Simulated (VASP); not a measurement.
# Pm (Fm-3m) in VASP: a series of runs, part 2 of 2

VASP 6.6.1. The steps go on from the part before.

### Step 4. Single point, LDA, collinear spin, ferromagnetic start

The input, INCAR:

```
PREC     = Normal         # precision mode
ENCUT    = 450            # plane-wave cutoff, eV
EDIFF    = 1E-6           # SCF threshold, eV
ISMEAR   = -1             # smearing method
SIGMA    = 0.2            # smearing width, eV
LREAL    = F              # projectors in reciprocal space
LASPH    = T              # aspherical terms in the spheres
NELM     = 100            # most SCF steps
ALGO     = Normal         # electronic algorithm
ISIF     = 2              # what is computed and relaxed
LWAVE    = F              # write WAVECAR
LCHARG   = F              # write CHGCAR
ISPIN    = 2              # spin polarisation
MAGMOM   = 4              # initial moments
LORBIT   = 11             # projections on sites
LMAXMIX  = 6              # l up to which the mixer works
GGA      = CA             # functional
NBANDS   = 18             # bands
ADDGRID  = F
```

The input, KPOINTS:

```
Automatic mesh
0
Gamma
  5 5 5
```

The input, POSCAR:

```
Pm
1.0
   -0.0555010000      2.5655700000      2.5293400000
    2.5242190000     -0.0080540000      2.4818930000
    2.6229240000      2.6168280000     -0.1067590000
Pm
1
Direct
    0.0077670000      0.0042080000     -0.0216400000
```

Potentials or basis: VASP PAW PBE potentials, release 64 (Pm).

The run is started by

```sh
$ cat potpaw_PBE.64/Pm/POTCAR > POTCAR
$ mpirun -np 1 vasp_std > vasp.out
```

OUTCAR:

```text
PREC = Normal
   ENCUT = 450
   EDIFF = 1E-6
   ISMEAR = -1
   LREAL = F
   LASPH = T
   NELM = 100
   ISIF = 2
   ISPIN = 2
   LORBIT = 11
   GGA = CA

 Found     63 irreducible k-points:

 Following reciprocal coordinates:
            Coordinates               Weight
  0.000000  0.000000  0.000000      1.000000
  0.200000  0.000000  0.000000      2.000000
  0.400000 -0.000000  0.000000      2.000000
  0.000000  0.200000 -0.000000      2.000000
  0.200000  0.200000  0.000000      2.000000
  0.400000  0.200000  0.000000      2.000000
   k-points           NKPTS =     63   k-points in BZ     NKDIM =     63   number of bands    NBANDS=     18
   number of dos      NEDOS =    301   number of ions     NIONS =      1
   total plane-waves  NPLWV =   7200
   dimension x,y,z NGX =    20 NGY =   18 NGZ =   20
   dimension x,y,z NGXF=    40 NGYF=   36 NGZF=   40
   ions per type =               1
   NGX,Y,Z   is equivalent  to a cutoff of   9.23,  8.45,  8.97 a.u.
   NGXF,Y,Z  is equivalent  to a cutoff of  18.46, 16.91, 17.94 a.u.
 SYSTEM =  unknown system
   PREC   = normal    normal or accurate (medium, high low for compatibility)
   ISTART =      0    job   : 0-new  1-cont  2-samecut
   ICHARG =      2    charge: 1-file 2-atom 10-const
   ISPIN  =      2    spin polarized calculation?
   LNONCOLLINEAR =      F non collinear calculations
   LSORBIT =      F    spin-orbit coupling
   LASPH  =      T    aspherical Exc in radial PAW
[... 183 lines left out ...]
     18      15.4562      0.00000

 [... further k-points ...]

 spin component 2

 k-point     1 :       0.0000    0.0000    0.0000
  band No.  band energies     occupation
      1     -30.9376      1.00000
      2     -11.3994      1.00000
      3     -11.3301      1.00000
      4     -11.2785      1.00000
      5       2.1299      1.00000
      6       7.6797      0.00003
[... 103 lines left out ...]
      5       4.8405      0.97394
      6       6.2576      0.03033
[... 10 lines left out ...]
     17      12.4204      0.00000
     18      16.3692      0.00000

 [... further k-points ...]
[... 5 lines left out ...]
  --------------------------------------------------------------------------------------
  -------------------------------------------------------------------------------------
  Total       -0.6486446     -0.6566875     -0.6193851     -0.0650141      0.0908785      0.2333021
  in kB      -30.1107531    -30.4841141    -28.7525007     -3.0180198      4.2186734     10.8301261
  external PRESSURE =     -29.7824560 kB  Pullay stress =       0.0000000 kB

 VOLUME and BASIS-vectors are now :
 -----------------------------------------------------------------------------
  energy-cutoff  :      450.00
  volume of cell :       34.51
      direct lattice vectors                 reciprocal lattice vectors
    -0.055501000  2.565570000  2.529340000    -0.188150331  0.196421533  0.191996440
     2.524219000 -0.008054000  2.481893000     0.199708474 -0.192047705  0.199180755
     2.622924000  2.616828000 -0.106759000     0.185079531  0.188976904 -0.187622612

 POSITION                                       TOTAL-FORCE (eV/Angst)
 -----------------------------------------------------------------------------------
      2.57635      2.58009     -0.07436         0.000000      0.000000      0.000000
 -----------------------------------------------------------------------------------
    total drift:                                0.000007      0.000008     -0.000015

  FREE ENERGIE OF THE ION-ELECTRON SYSTEM (eV)
  ---------------------------------------------------
  free  energy   TOTEN  =        -8.4648301965 eV

  energy  without entropy=       -7.5383561770  energy(sigma->0) =       -8.00159319

 total charge

# of ion       s       p       d       f       tot
--------------------------------------------------
    1        2.046   5.476   0.497   4.390  12.409

 magnetization (x)

# of ion       s       p       d       f       tot
--------------------------------------------------
    1       -0.001   0.025   0.161   4.373   4.558
```

Run time: 20 s. Hardware: 1 thread of Intel Xeon 6975P-C (Granite Rapids), shared host; peak memory 0.16 GiB.

These settings aren't checked as converged: the numbers below hold their error.

What came out:

```yaml
Free_energy: -8.4648 eV
Pressure: -3.0 GPa
Band_gap_on_the_k_mesh: none (metal or under the smearing width)
Net_moment: 5.08 μB per cell
Site_moments: Pm +4.56 μB
Valence_electrons_inside_the_program's_atomic_spheres: Pm 12.41
```

Caveat: the k mesh is coarse (spacing up to 0.43 Å⁻¹), so the values aren't converged; the magnetic or orbital state may not be the lowest; the PAW data sets were made with another functional, which shifts forces and pressure a little; spin-orbit coupling is left out, which moves the levels of the heavy elements.

### Step 5. Single point, LDA, collinear spin, ferromagnetic start

This run uses another cell than the first one, of the same volume but with other edges.

Changes to INCAR since step 4:

```diff
@@ -1,2 +1,2 @@
-PREC     = Normal         # precision mode
+PREC     = Accurate       # precision mode
 ENCUT    = 450            # plane-wave cutoff, eV
@@ -5,3 +5,3 @@
 SIGMA    = 0.2            # smearing width, eV
-LREAL    = F              # projectors in reciprocal space
+LREAL    = Auto         
 LASPH    = T              # aspherical terms in the spheres
```

KPOINTS is that of step 4.

The input, POSCAR:

```
Pm
1.0
    0.0000000000      2.5841748100      2.5841748100
    2.5841748100      0.0000000000      2.5841748100
    2.5841748100      2.5841748100      0.0000000000
Pm
1
Direct
    0.0000000000      0.0000000000      0.0000000000
```

The run is started by

```sh
$ cat potpaw_PBE.64/Pm/POTCAR > POTCAR
$ mpirun -np 1 vasp_std > vasp.out
```

Run time: 17 s. Hardware: 1 thread of Intel Xeon 6975P-C (Granite Rapids), shared host; peak memory 0.15 GiB.

The run converged, but some of its settings lie outside the range that counts as converged, so its numbers aren't taken as properties of the crystal.

Results:

```yaml
Free_energy: -8.4735 eV
Pressure: -2.6 GPa
Band_gap_on_the_k_mesh: none (metal or under the smearing width)
Net_moment: 5.08 μB per cell
Site_moments: Pm +4.56 μB
Valence_electrons_inside_the_program's_atomic_spheres: Pm 12.41
```

Caveat: the k mesh is coarse (spacing up to 0.42 Å⁻¹), so the values aren't converged; the magnetic or orbital state may not be the lowest; the PAW data sets were made with another functional, which shifts forces and pressure a little; spin-orbit coupling is left out, which moves the levels of the heavy elements.

### Step 6. For comparison

An earlier run on the cell as given: functional PBE; potentials or basis VASP PAW PBE potentials, release 64 (Pm); cutoff 520 eV; k mesh 9 × 9 × 9; occupations fermi-dirac, width 0.05 eV; collinear spin, ferromagnetic start; starting moments [4.0] μB.

* Pressure: 1.1 GPa
* Band gap on the k mesh: none (metal or under the smearing width)
* Net moment: 5.45 μB per cell
* Site moments: Pm +4.67 μB
* Valence electrons inside the program's atomic spheres: Pm 12.42
